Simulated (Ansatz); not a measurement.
## ZrO2 at several levels of theory

One geometry, relaxed with PBE, and single points on it; plane waves with PAW potentials in Ansatz, scalar-relativistic unless the row names spin-orbit coupling. No spin polarisation. Meshes are on the primitive cell of 6 atoms. Gaps are the least over mesh and band path; pressure is positive in compression. Smearing is Gaussian, 0.02 eV.

```cif
data_structure
_symmetry_space_group_name_H-M 'P4_2/nmc:1'
_symmetry_Int_Tables_number 137
_cell_length_a 3.6211
_cell_length_b 3.6211
_cell_length_c 5.2825
_cell_angle_alpha 90.000
_cell_angle_beta 90.000
_cell_angle_gamma 90.000
_cell_volume 69.26
loop_
_atom_site_label
_atom_site_type_symbol
_atom_site_symmetry_multiplicity
_atom_site_Wyckoff_symbol
_atom_site_fract_x
_atom_site_fract_y
_atom_site_fract_z
_atom_site_occupancy
Zr1 Zr 2 a 0.00000 0.00000 0.00000 1
O1 O 4 d 0.00000 0.50000 0.19279 1
```

```json
{"level": "PBE", "cutoff (eV)": "420", "k mesh": "6×6×6", "gap (eV)": "4.04", "pressure (GPa)": "0.0", "rough cost with bands (core-min)": "0.9"}
{"level": "r2SCAN", "cutoff (eV)": "500", "k mesh": "6×6×6", "gap (eV)": "4.57", "pressure (GPa)": "-3.9", "rough cost with bands (core-min)": "1.1"}
{"level": "PBE with spin-orbit coupling", "cutoff (eV)": "420", "k mesh": "6×6×6", "gap (eV)": "4.04", "pressure (GPa)": "0.0", "rough cost with bands (core-min)": "1.4"}
{"level": "PBEsol", "cutoff (eV)": "420", "k mesh": "6×6×6", "gap (eV)": "3.97", "pressure (GPa)": "-6.8", "rough cost with bands (core-min)": "0.9"}
```

This form isn't the usual stable structure of the compound.